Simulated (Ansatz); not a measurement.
Geometry optimisation, DFT PBE, scalar-relativistic, plane waves, PAW in Ansatz 0.2.0.

The input (input.yaml):

```yaml
crystal:
  lattice:
    - [0.0, 5.463209, 5.463209]
    - [5.463209, 0.0, 5.463209]
    - [5.463209, 5.463209, 0.0]
  atoms:
    - { symbol: Ca, position: [0.0, 0.0, 0.0] }
    - { symbol: F, position: [0.125, 0.125, 0.125] }
    - { symbol: F, position: [0.375, 0.375, 0.375] }
    - { symbol: Ca, position: [0.0, 0.0, 0.5] }
    - { symbol: F, position: [0.125, 0.125, 0.625] }
    - { symbol: F, position: [0.375, 0.375, 0.875] }
    - { symbol: Ca, position: [0.0, 0.5, 0.0] }
    - { symbol: F, position: [0.125, 0.625, 0.125] }
    - { symbol: F, position: [0.375, 0.875, 0.375] }
    - { symbol: Ca, position: [0.0, 0.5, 0.5] }
    - { symbol: F, position: [0.125, 0.625, 0.625] }
    - { symbol: F, position: [0.625, 1.125, 0.625], spin: 1.0 }
    - { symbol: Ca, position: [0.5, 0.0, 0.0] }
    - { symbol: F, position: [0.625, 0.125, 0.125] }
    - { symbol: F, position: [0.875, 0.375, 0.375] }
    - { symbol: Ca, position: [0.5, 0.0, 0.5] }
    - { symbol: F, position: [0.875, 0.375, 0.875] }
    - { symbol: Ca, position: [0.5, 0.5, 0.0] }
    - { symbol: F, position: [0.625, 0.625, 0.125] }
    - { symbol: F, position: [0.875, 0.875, 0.375] }
    - { symbol: Ca, position: [0.5, 0.5, 0.5] }
    - { symbol: F, position: [0.625, 0.625, 0.625] }
    - { symbol: F, position: [0.875, 0.875, 0.875] }
magnetization:
  spin_polarized: true
total_charge: 2
basis:
  ecutwfc: 420.0
kpoints:
  mp_grid: { grid: [2, 2, 2] }
hamiltonian:
  xc: pbe
  pseudopotentials: { kind: paw, azcp: { folder: soft_1 } }
scf:
  occupations: { method: gaussian, width: 0.02 }
  lower_state_search: "off"
relax:
  f_tol: 0.03
  max_steps: 60
  adjacent_minimum: "off"
```

Run as:

```bash
$ ansatz run input.yaml --threads 4 --pin off --max-ram 10240MiB --backend cpu --events-out ev --progress --plain --runs-dir out
```

**Question.** Where does it end, and by what steps?

**Answer.** The forces met the threshold. The force dipped under the threshold on the way, but the program's further checks kept it going. Limits of this set-up: coarse k mesh, a small cell, in which the defect meets its images, a typed lattice constant that wasn't relaxed here, charged cell in a uniform background, uncorrected. After 4 steps the energy has fallen by 0.775 eV; F8 moved furthest, 0.19 Å.

| step | energy less start (eV) | largest force component (eV/Å) | accepted |
| --- | --- | --- | --- |
| 0 | 0.0000 | 0.926 | yes |
| 1 | -0.5766 | 0.598 | yes |
| 2 | -0.7470 | 0.124 | yes |
| 3 | -0.7748 | 0.018 | yes |
| 4 | -0.7748 | 0.018 | yes |

```xyz
23
Lattice="0.0000 5.4632 5.4632 5.4632 0.0000 5.4632 5.4632 5.4632 0.0000" Properties=species:S:1:pos:R:3
Ca 0.060 -0.060 -0.060
F 1.173 1.366 1.366
F 4.104 4.097 4.097
Ca 2.720 2.743 -0.012
F 4.097 4.290 1.366
F 6.829 6.822 4.097
Ca 2.720 -0.012 2.743
F 4.097 1.366 4.290
F 6.829 4.097 6.822
Ca 5.475 2.743 2.743
F 6.829 4.097 4.097
F 9.561 6.829 9.368
Ca 0.060 2.792 2.792
F 1.366 4.097 4.097
F 4.097 6.829 6.829
Ca 2.672 5.403 2.792
F 6.829 9.561 6.836
Ca 2.672 2.792 5.403
F 4.097 3.905 6.829
F 6.829 6.836 9.561
Ca 5.475 5.451 5.451
F 7.022 6.829 6.829
F 9.554 9.561 9.561
```

Whether the end is a true minimum wasn't checked by a vibrational analysis.

The run took 44 s on 4 threads of Arm Neoverse V2, with other jobs on the host, peak memory 1.1 GiB.
